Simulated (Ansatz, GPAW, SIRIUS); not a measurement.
## One calculation of Au, 4 ways

```
CELL_PARAMETERS angstrom
-1.66724 1.61085 1.66470
1.60373 -1.63568 1.62603
1.73643 1.70488 -1.68953
ATOMIC_POSITIONS crystal
Au 0.99012 0.98291 0.97870
```

This isn't the form of Au at room conditions, which is fcc.

The given cell was strained at random by a few per cent at fixed volume.

Alike in all runs: task single point; functional PBEsol; k mesh 11 × 11 × 11; occupations fermi-dirac, width 0.05 eV; no spin polarisation; no spin-orbit coupling. Pressure is positive in compression and, in plane waves, holds the error of the finite cutoff, which Ansatz's Pulay term estimates and takes out.

```tsv
program and potentials	plane-wave cutoff (eV)	notes	pressure (GPa)	energy over the undisturbed cell (meV/atom)
Ansatz, Ansatz PAW	420	potentials made for PBE, which Ansatz adapts in part; 19 valence electrons an atom on average	?	?
GPAW, PAW data sets generated for this functional	600	11 valence electrons an atom on average	-6.30	6.48
Ansatz, all-electron LAPW, scalar-relativistic	-	-	-8.48	-
SIRIUS, PseudoDojo 0.4.1 PBEsol standard (scalar relativistic)	1054	19 valence electrons an atom on average	-8.80	-
```

Estimate from the other rows what the run with Ansatz, Ansatz PAW gave.

Pressure -8.47 GPa; energy over the undisturbed cell 5.34 meV/atom. Its pressure holds a Pulay term of +0.04 GPa. The other rows, which needn't bracket it: pressure -8.80 to -6.30; energy over the undisturbed cell 6.48.
